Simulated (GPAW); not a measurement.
A run of GPAW 26.7.0 is set up as follows.

File run.py:

```python
from ase import Atoms
from ase.filters import FrechetCellFilter
from ase.io import write
from ase.optimize import BFGS
from ase.units import GPa
from gpaw import GPAW, PW

atoms = Atoms(['B', 'As'],
              cell=[[2.93437, 0.0, 0.0],
                    [0.0, 2.93437, 0.0],
                    [0.0, 0.0, 2.93437]],
              scaled_positions=[[0.5, 0.5, 0.5],
                                [0.0, 0.0, 0.0]],
              pbc=True)

calc = GPAW(mode=PW(800),
            xc='PBE',
            kpts={'size': (9, 9, 9), 'gamma': True},
            occupations={'name': 'fermi-dirac', 'width': 0.05},
            nbands=11,
            convergence={'density': 1e-05, 'forces': 0.0001},
            maxiter=150,
            txt='gpaw.txt')
atoms.calc = calc
opt = BFGS(FrechetCellFilter(atoms, scalar_pressure=5 * GPa), trajectory='relax.traj', logfile='-')
done = opt.run(fmax=0.02, steps=60)
calc.write('gs.gpw')
write('result.traj', atoms)
print('Converged:', done)
print('Cell:', atoms.cell.cellpar().round(4))
print('Volume:', round(atoms.get_volume(), 4))
print(atoms.get_scaled_positions().round(5))
```

Potentials or basis: GPAW PAW data sets (gpaw-data 1.2.1), pw.

The run is started by

```console
$ OMP_NUM_THREADS=1 python run.py
```

**Question.** Predict the relaxed volume.

**Answer.** 12.09 Å³/atom.

**Question.** Predict the relaxed cell.

**Answer.** a = 2.892 Å, b = 2.892 Å, c = 2.892 Å, α = 90.00°, β = 90.00°, γ = 90.00°.

Final structure:
```
CELL_PARAMETERS angstrom
2.89199 0.00000 0.00000
0.00000 2.89199 0.00000
0.00000 0.00000 2.89199
ATOMIC_POSITIONS crystal
B 0.50000 0.50000 0.50000
As 0.00000 0.00000 0.00000
```

Caveat: later steps reuse the first step's grids.
